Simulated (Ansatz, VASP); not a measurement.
Li in VASP and in Ansatz

INCAR

```
SYSTEM = Li
PREC = Accurate
ENCUT = 600
EDIFF = 1E-7
ISMEAR = 0
SIGMA = 0.1
LREAL = .False.
LASPH = .True.
NELM = 60
ALGO = Normal
ISIF = 3
LWAVE = .False.
LCHARG = .False.
GGA = PE
IVDW = 12
IBRION = 2
NSW = 100
EDIFFG = -0.005
```

The input KPOINTS:

```
regular mesh
0
Gamma
  18 18 18
  0 0 0
```

POSCAR

```
Li
1.0
   -1.6627443021      1.6627443021      1.6627443021
    1.6627443021     -1.6627443021      1.6627443021
    1.6627443021      1.6627443021     -1.6627443021
Li
1
Direct
    0.0000000000      0.0000000000      0.0000000000
```

Input for Ansatz:

```yaml
crystal:
  lattice:
    - [-1.6627443021, 1.6627443021, 1.6627443021]
    - [1.6627443021, -1.6627443021, 1.6627443021]
    - [1.6627443021, 1.6627443021, -1.6627443021]
  atoms:
    - { symbol: Li, position: [0.0, 0.0, 0.0] }
basis:
  ecutwfc: 420
kpoints:
  mp_grid: { grid: [18, 18, 18] }
hamiltonian:
  xc: pbe
  dispersion: d3bj
scf:
  occupations: { method: gaussian, width: 0.1 }
output:
  forces: true
  stress: true
  eigenvalues: true
relax:
  adjacent_minimum: "off"
  f_tol: 0.005
  max_steps: 80
  cell: { stress_tol: 0.05 }
```

Alike in both runs: task relaxation of cell and atoms; functional PBE; dispersion D3(BJ); k mesh 18 × 18 × 18; occupations gaussian, width 0.1 eV; no spin polarisation.

|  | VASP | Ansatz |
| --- | --- | --- |
| version | VASP 6.6.1 | Ansatz 0.2.0 |
| potentials or method | VASP PAW PBE potentials, release 64 (Li_sv) | scalar-relativistic, plane waves, PAW |
| plane-wave cutoff (eV) | 600 | 420 |
| valence electrons in the cell | 3 | 3 |

|  | VASP | Ansatz | Ansatz less VASP |
| --- | --- | --- | --- |
| gap on the k mesh at the Fermi level, each at its own relaxed structure (eV) | none | none | - |
| relaxed volume (Å³/atom) | 18.17 | 18.36 | +0.193 |
| relaxed cell length with the largest relative difference (Å) | 2.868 | 2.878 | +0.0101 |

A gap of «none» marks a metal or a gap that the smearing closes.

Caveats: the cutoff is under 1.25 times the usual one of these potentials, so pressure, stress and relaxed cells hold a basis-set (Pulay) error (VASP); pairwise dispersion overbinds metals, which lowers pressure and volume.
